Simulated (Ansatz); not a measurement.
# Zr3N4: ⁹¹Zr nuclear quadrupole resonance

Cell: a COD entry whose atoms were relaxed with PBE, the cell held.

Space group I-43d (No. 220); a = 6.7400 Å.

| site | Wyckoff | site symmetry | x | y | z |
| --- | --- | --- | --- | --- | --- |
| Zr | 12a | -4.. | 0.3750 | 0.0000 | 0.2500 |
| N | 16c | .3. | 0.0687 | 0.0687 | 0.0687 |

One atom of each set is listed; the run and its k-mesh use a cell of 14 atoms with edges of 5.84, 5.84, 5.84 Å.

The numbers come from a DFT calculation in Ansatz (PBE, plane waves and PAW (field gradients read without the response of the frozen cores, which leaves them typically 4 to 6 % off), scalar-relativistic, 420 eV cutoff, Γ-centred 6×6×6 k-points, Fermi–Dirac smearing 0.02 eV).

⁹¹Zr: I = 5/2, Q = -176.0 mb (year-2017 value). Static lattice, zero field.

Q: At which frequencies do the ⁹¹Zr NQR lines lie?

A: For I = 5/2 and η = 0 the lines are 3|C_Q|/20 and twice that; η pulls their ratio below 2.

```csv
site,atoms,V_zz (10²¹ V/m²),C_Q (MHz),η,line frequencies (MHz)
Zr,6,9.92,-42.2,0.00,"6.33, 12.7"
```

An axis of threefold or higher order runs through Zr, so V_zz lies along it and η is zero.

Without spin–orbit coupling (the program notes it for Zr) the gradients can shift somewhat, as the gap is small.
